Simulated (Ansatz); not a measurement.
## One structure, 3 elements: ZnO2, ZnS2, ZnSe2

Plane-wave DFT in Ansatz with scalar-relativistic PAW potentials, cutoff 420 eV, Γ-centred meshes chosen by cell and gap, Gaussian smearing with energies taken to zero width. Every cell was relaxed (cell and atoms) in a run of its own, within the symmetry of its start. Functional: PBEsol.

All members share space group Pa-3 and the same sites; only the element on one set of sites changes (O, S, Se). Members needn't be the stable form of their composition. Energies over the elements, where given, are against the elements' standard states in the same functional (H₂, N₂, O₂ and halogens uncorrected, Hg as a solid). The first member:

Space group Pa-3 (No. 205). a = 4.869 Å, b = 4.869 Å, c = 4.869 Å, α = 90.00°, β = 90.00°, γ = 90.00°
```tsv
atom	site	symmetry	x	y	z
Zn	4a	.-3.	0.0000	0.5000	0.5000
O	8c	.3.	0.4125	0.0875	0.9125
```

| compound | V (Å³/atom) | a (Å) | gap on mesh (eV) | energy over elements (eV/atom) |
| --- | --- | --- | --- | --- |
| ZnO2 | 9.62 | 4.869 | 2.23 | -0.799 |
| ZnSe2 | 20.24 | 6.239 | 0.72 | -0.340 |

Question: Predict the member with S.

Answer: V (Å³/atom) 17.01, a (Å) 5.888, gap on mesh (eV) 1.41, energy over elements (eV/atom) -0.437. Interpolating linearly in period between O and Se would give 14.93 Å³/atom (12.3 % too small) and a gap of 1.48 eV, with -0.569 eV/atom over the elements. Over the whole series the volume grows at each step down the group; the gap narrows; binding against the elements weakens. The p levels of the anion rise down the group and lift the valence band, the usual cause of such narrowing. Less electronegative, larger anions gain less from charge transfer and lattice energy, in line with the weaker binding.